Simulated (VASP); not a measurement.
Input of a VASP 6.6.1 run:

File INCAR:

```
SYSTEM = BAs
PREC = Accurate
ENCUT = 600
EDIFF = 1E-7
ISMEAR = 0
SIGMA = 0.03
LREAL = .False.
LASPH = .True.
NELM = 80
ALGO = Normal
ISIF = 3
LWAVE = .False.
LCHARG = .False.
GGA = PS
IBRION = 2
NSW = 90
EDIFFG = -0.005
PSTRESS = 194.0
```

The input KPOINTS:

```
regular mesh
0
Gamma
  10 10 10
  0 0 0
```

Contents of POSCAR:

```
BAs                                     
1.0
   -0.0000000000      2.3031067322      2.3031067322
    2.3031067322      0.0000000000      2.3031067322
    2.3031067322      2.3031067322     -0.0000000000
  B               As            
     1     1
Direct
     1.0000000000000000    1.0000000000000000    1.0000000000000000
     0.2500000000000000    0.2500000000000000    0.2500000000000000
```

Potentials or basis: VASP PAW PBE potentials, release 64 (B, As).

The run is started by

```console
$ cat potpaw_PBE.64/B/POTCAR potpaw_PBE.64/As/POTCAR > POTCAR
$ mpirun -np 1 vasp_std > vasp.out
```

Task: Predict the relaxed volume.

Result: 12.21 Å³/atom.

Task: Estimate the space group after relaxing (to 0.05 Å).

Result: F-43m (No. 216).

Task: What does it give for the relaxed cell?

Result: a = 3.257 Å, b = 3.257 Å, c = 3.257 Å, α = 60.00°, β = 60.00°, γ = 60.00°.

Task: Predict the band gap on the k mesh.

Result: 0.96 eV, indirect (least direct gap 3.39 eV).

Step by step:
```csv
step,energy change (eV),largest force (eV/Å),pressure (GPa),volume (Å³)
1,0.0000,0.0000,19.30,24.43
2,0.0034,0.0000,19.54,24.40
3,0.0015,0.0000,19.41,24.42
```

Caveat: the cell is relaxed towards a set pressure, so the enthalpy falls and the energy may rise; the PAW data sets were made with another functional, which shifts forces and pressure a little. A k mesh can miss the band edges.
